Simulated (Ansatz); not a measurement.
## SrTiO3: field gradients at two levels of theory

Cell: an entry of the Crystallography Open Database (COD), whose atoms a relaxation with PBE at fixed cell left in place.

```cif
data_structure
_symmetry_space_group_name_H-M 'P 1'
_symmetry_Int_Tables_number 1
_cell_length_a 3.9050
_cell_length_b 3.9050
_cell_length_c 3.9050
_cell_angle_alpha 90.000
_cell_angle_beta 90.000
_cell_angle_gamma 90.000
_cell_volume 59.55
loop_
_atom_site_label
_atom_site_type_symbol
_atom_site_fract_x
_atom_site_fract_y
_atom_site_fract_z
_atom_site_occupancy
Sr1 Sr 0.00000 0.00000 0.00000 1
Ti2 Ti 0.50000 0.50000 0.50000 1
O3 O 0.00000 0.50000 0.50000 1
O4 O 0.50000 0.00000 0.50000 1
O5 O 0.50000 0.50000 0.00000 1
```

Atom numbers follow the list; atoms alike are taken as one site, whose name carries the number of the first.

First run. The numbers come from a DFT calculation in Ansatz (PBE, plane waves and PAW, scalar-relativistic, 420 eV cutoff, Γ-centred 8×8×8 k-points, Fermi–Dirac smearing 0.02 eV).

```tsv
site	atom	V_zz (10²¹ V/m²)	η
O	3	1.30	0.00
```

Second run. The same atoms and settings, except that the functional is r2SCAN and the cutoff is 500 eV.

**Question.** What does the second run give?

**Answer.** 

```csv
site,atom,V_zz,η,change of V_zz
O,3,1.59,0.00,+0.29
```

The largest change of V_zz is on O, from 1.30 to 1.59. In per cent, |V_zz| changes by +23 on O (all sites that start above 0.5). Sites without a gradient aren't listed.

This high-symmetry form of SrTiO3 is unstable when cold, to tilts of the octahedra. The symmetry of the cell holds that distortion back, wholly or in part, and it would change the field gradients, the more the larger the distortion.
